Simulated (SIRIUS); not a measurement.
A run of SIRIUS 7.10.0:

Contents of sirius.json:

```json
{
  "control": {
    "processing_unit": "cpu",
    "verbosity": 2,
    "num_bands_to_print": 16,
    "print_forces": true,
    "print_stress": true
  },
  "parameters": {
    "electronic_structure_method": "pseudopotential",
    "xc_functionals": ["XC_GGA_X_PBE_SOL", "XC_GGA_C_PBE_SOL"],
    "gk_cutoff": 9.1,
    "pw_cutoff": 18.2,
    "ngridk": [12, 12, 12],
    "shiftk": [0, 0, 0],
    "smearing": "fermi_dirac",
    "smearing_width": 0.0018374661,
    "num_bands": 16,
    "num_mag_dims": 0,
    "num_dft_iter": 100,
    "energy_tol": 1e-08,
    "density_tol": 1e-06
  },
  "iterative_solver": {
    "type": "davidson",
    "min_tolerance": 1e-09,
    "tolerance_scale": [0.1, 0.25]
  },
  "mixer": {
    "type": "anderson",
    "beta": 0.7,
    "max_history": 8
  },
  "settings": {
    "tol_ne": 1e-10,
    "pseudo_grid_cutoff": 6.5
  },
  "unit_cell": {
    "lattice_vectors": [
      [-0.021025092863, 3.694824644212, 3.669587351818],
      [3.724790031371, 0.011982753356, 3.636579505599],
      [3.712255477986, 3.649284134335, 0.024515417015]
    ],
    "atom_coordinate_units": "lattice",
    "atom_types": ["Pd"],
    "atom_files": {
      "Pd": "Pd.json"
    },
    "atoms": {
      "Pd": [
        [0.023837, -0.016987, -0.002967]
      ]
    }
  }
}
```

Potentials or basis: PseudoDojo 0.4.1 PBEsol standard (scalar relativistic).

The run is started by

```bash
$ upf_to_json Pd.upf
$ OMP_NUM_THREADS=1 sirius.scf --input=sirius.json --output=out.json --task=0
```

Hardware: 1 thread of Arm Neoverse N1, on a shared host.

Question: Estimate the wall time of this run.

Answer: Wall time 11 min on 1 thread of Arm Neoverse N1 (shared host), peak memory 1.5 GiB. Counts: scf iterations 12, k points 868, plane waves 1257, bands 16.
